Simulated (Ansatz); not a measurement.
# Ti8H4O18F: the cost of one run

Method: DFT PBE+D3(BJ), scalar-relativistic, plane waves, PAW, in Ansatz 0.2.0.

2 further runs of the same task are left out: 2 set aside as unsound or not needed.

## 1. The system as given

Symmetry: P1, No. 1, triclinic system. Conventional cell: a = 2.954 Å, b = 6.517 Å, c = 23.288 Å, α = 90.00°, β = 90.00°, γ = 90.00°. O (site symmetry 1) is surrounded by 2 Ti at 1.95 Å. Around Ti (site symmetry 1) lie 5 O at 1.95 to 1.98 Å. Ti (site symmetry 1) is surrounded by 6 O at 1.95 to 1.98 Å. Around O (site symmetry 1) lie 3 Ti at 1.95 to 1.98 Å. O (site symmetry 1) is surrounded by 3 Ti at 1.86 to 1.95 Å. O (site symmetry 1) is surrounded by 3 Ti at 1.98 to 2.05 Å. Ti (site symmetry 1) has 5 O at 1.86 to 1.98 Å as nearest neighbours. Only part of the 15 independent sites is listed.

As a file:

```
O Ti H
1.0
     5.90853    0.00000    0.00000
     0.00000    6.51694    0.00000
     0.00000    0.00000   23.28831
O Ti H
18 8 4
Direct
  0.00000 0.00000 0.34352
  0.50000 0.00000 0.34352
  0.25000 0.30438 0.39826
  0.75000 0.30438 0.39826
  0.25000 0.69562 0.39826
  0.75000 0.69562 0.39826
  0.00000 0.00000 0.45300
  0.50000 0.00000 0.45300
  0.00000 0.50000 0.48344
  0.50000 0.50000 0.48344
  0.24952 0.80922 0.53698
  0.74952 0.80922 0.53698
  0.25079 0.19300 0.54551
  0.75079 0.19300 0.54551
  0.00029 0.52126 0.59288
  0.50029 0.52126 0.59288
  0.00363 0.92282 0.62997
  0.50363 0.92282 0.62997
  0.00000 0.50000 0.39826
  0.50000 0.50000 0.39826
  0.25000 0.00000 0.39826
  0.75000 0.00000 0.39826
  0.00351 0.99864 0.53282
  0.50351 0.99864 0.53282
  0.25125 0.49817 0.54402
  0.75125 0.49817 0.54402
  0.85399 0.96009 0.64487
  0.35399 0.96009 0.64487
  0.99768 0.77030 0.62509
  0.49768 0.77030 0.62509
```

Planes are indexed in the bulk's conventional cell (P4_2/mnm (No. 136)), a = 4.608 Å, b = 4.608 Å, c = 2.954 Å, α = 90.00°, β = 90.00°, γ = 90.00°.

This (110) slab, 5.8 Å thick as cut, with 16 Å of vacuum, in a 2×1 surface cell; its outer planes are O (top) and O (bottom), was relaxed beforehand with its lower half held: -30309.6312 eV, gap on the mesh 1.59 eV, ionisation potential 5.98 eV (top face), 7.06 eV (bottom face), electron affinity 4.40 eV (top face), 5.47 eV (bottom face), dipole along +c 0.228 e·Å per cell.

## 2. F, anchor, over a top (H) site

File input.yaml:

```yaml
crystal:
  lattice:
    - [5.9085268334, 0.0, 0.0]
    - [0.0, 6.5169368715, 0.0]
    - [0.0, 0.0, 25.2883098201]
  atoms:
    - { symbol: O, position: [0.0, 0.0, 0.3163517079] }
    - { symbol: O, position: [0.5, 0.0, 0.3163517079] }
    - { symbol: Ti, position: [0.0, 0.5, 0.3667642616] }
    - { symbol: Ti, position: [0.5, 0.5, 0.3667642616] }
    - { symbol: Ti, position: [0.25, 0.0, 0.3667642616] }
    - { symbol: Ti, position: [0.75, 0.0, 0.3667642616] }
    - { symbol: O, position: [0.25, 0.3043792196, 0.3667642616] }
    - { symbol: O, position: [0.75, 0.3043792196, 0.3667642616] }
    - { symbol: O, position: [0.25, 0.6956207804, 0.3667642616] }
    - { symbol: O, position: [0.75, 0.6956207804, 0.3667642616] }
    - { symbol: O, position: [0.0, 0.0, 0.4171768153] }
    - { symbol: O, position: [0.5, 0.0, 0.4171768153] }
    - { symbol: O, position: [0.0, 0.5, 0.4452044647] }
    - { symbol: O, position: [0.5, 0.5, 0.4452044647] }
    - { symbol: Ti, position: [0.0035074984, -0.0013627327, 0.4906790382] }
    - { symbol: Ti, position: [0.5035074984, -0.0013627327, 0.4906790382] }
    - { symbol: Ti, position: [0.2512505472, 0.4981728641, 0.500990476] }
    - { symbol: Ti, position: [0.7512505472, 0.4981728641, 0.500990476] }
    - { symbol: O, position: [0.2495162774, 0.8092166487, 0.494508069] }
    - { symbol: O, position: [0.7495162774, 0.8092166487, 0.494508069] }
    - { symbol: O, position: [0.2507867697, 0.1929960193, 0.5023698916] }
    - { symbol: O, position: [0.7507867697, 0.1929960193, 0.5023698916] }
    - { symbol: O, position: [0.0002928246, 0.5212576662, 0.5459944217] }
    - { symbol: O, position: [0.5002928246, 0.5212576662, 0.5459944217] }
    - { symbol: O, position: [0.0036259627, -0.0771814608, 0.5801431642] }
    - { symbol: O, position: [0.5036259627, -0.0771814608, 0.5801431642] }
    - { symbol: H, position: [0.8539865053, -0.0399101665, 0.5938666689] }
    - { symbol: H, position: [0.3539865053, -0.0399101665, 0.5938666689] }
    - { symbol: H, position: [0.9976819935, 0.7702974704, 0.575654631] }
    - { symbol: H, position: [0.4976819935, 0.7702974704, 0.575654631] }
    - { symbol: F, position: [0.3539865053, -0.0399101665, 0.676118113], spin: 1.0 }
basis:
  ecutwfc: 420
kpoints:
  mp_grid: { grid: [3, 3, 1] }
hamiltonian:
  xc: pbe
  dispersion: d3bj
scf:
  occupations: { method: gaussian, width: 0.05 }
output:
  forces: true
  eigenvalues: true
  populations: true
  write_density: true
  write_potential: true
  elf: true
  volumetric_format: npy
magnetization:
  spin_polarized: true
relax:
  adjacent_minimum: "off"
  f_tol: 0.04
  max_steps: 100
  constraints: [{ sites: [0, 1, 2, 3, 4, 5, 6, 7, 8, 9, 10, 11, 12, 13] }]
efield:
  axis: 3
  dipole_correction: true
  ramp_width: 0.04
```

Launch:

```
> ansatz run input.yaml --threads 8 --pin off --max-ram 20480MiB --backend cpu --events-out ev --progress --plain --runs-dir out
```

What time and memory should one allow on 8 threads of Intel Xeon Platinum 8259CL at 2.50GHz (Skylake/Cascade Lake), shared host?

About 17 min, with a peak of 5.1 GiB.
